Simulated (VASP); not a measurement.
## BN in VASP 6.6.1, single-point calculation

INCAR

```
ISMEAR = -1
NELM = 120
ENCUT = 520
LREAL = .FALSE.
LCHARG = .FALSE.
LWAVE = .FALSE.
NBANDS = 11
SIGMA = 0.02
ISPIN = 2
EDIFF = 1E-7
MAGMOM = 2 -2
NSW = 0
LASPH = .TRUE.
PREC = Accurate
ISIF = 2
IBRION = -1
GGA = PS
```

KPOINTS

```
KPOINTS created by Atomic Simulation Environment
0
Gamma
10 10 10
0 0 0
```

POSCAR

```
B  N
 1.0000000000000000
     0.0102000000000000    1.7118000000000000    1.7214000000000000
     1.7502000000000000   -0.0998000000000000    1.8313999999999999
     1.7343999999999999    1.8060000000000000   -0.0840000000000000
 B   N
   1   1
Cartesian
  1.7383309000000000  1.6533403400000000  3.4849672600000003
  0.8812409600000000  0.8823415200000001  0.9063765600000001
```

The recommended PBE PAW datasets give the neutral cell 8 valence electrons.

Command

```
mpirun -np 1 vasp_std
```

**Question.** Predict the outcome of this run.

**Answer.** It converged. Results: pressure 18.1 GPa; largest force 2.69 eV/Å; magnetic moment of the cell 0.00 μB.

OSZICAR

```
N       E                     dE             d eps       ncg     rms          rms(c)
DAV:   1     0.104486146622E+02    0.10449E+02   -0.45977E+03 23118   0.670E+02
DAV:   2    -0.176429525904E+02   -0.28092E+02   -0.27267E+02 26278   0.166E+02
DAV:   3    -0.181311287565E+02   -0.48818E+00   -0.48742E+00 26014   0.186E+01
DAV:   4    -0.181316453037E+02   -0.51655E-03   -0.51654E-03 23736   0.678E-01
DAV:   5    -0.181316457438E+02   -0.44007E-06   -0.44002E-06 25676   0.193E-02    0.956E+00
DAV:   6    -0.180769082602E+02    0.54737E-01   -0.60135E+00 23331   0.113E+01    0.350E+00
DAV:   7    -0.179829687699E+02    0.93939E-01   -0.23058E-01 25198   0.371E+00    0.200E+00
DAV:   8    -0.179502307635E+02    0.32738E-01   -0.45679E-02 24462   0.180E+00    0.843E-01
DAV:   9    -0.179667016343E+02   -0.16471E-01   -0.78150E-03 23076   0.101E+00    0.235E-01
DAV:  10    -0.179678286083E+02   -0.11270E-02   -0.43194E-04 24447   0.227E-01    0.101E-01
DAV:  11    -0.179679204374E+02   -0.91829E-04   -0.85372E-05 23695   0.834E-02    0.450E-02
DAV:  12    -0.179679304759E+02   -0.10039E-04   -0.90335E-06 24944   0.291E-02    0.842E-03
DAV:  13    -0.179679310463E+02   -0.57042E-06   -0.16657E-06 24387   0.940E-03    0.553E-03
DAV:  14    -0.179679313070E+02   -0.26064E-06   -0.30726E-07 23748   0.493E-03    0.256E-03
DAV:  15    -0.179679313380E+02   -0.30993E-07   -0.41518E-08 11337   0.145E-03
   1 F= -.17967931E+02 E0= -.17967931E+02  d E =-.107827E-12  mag=     0.0000
```

For comparison, a separate PBEsol run of the intended cell, on usual settings and not on those above, gives a gap of 2.08 eV on its mesh and a pressure of 18.1 GPa.
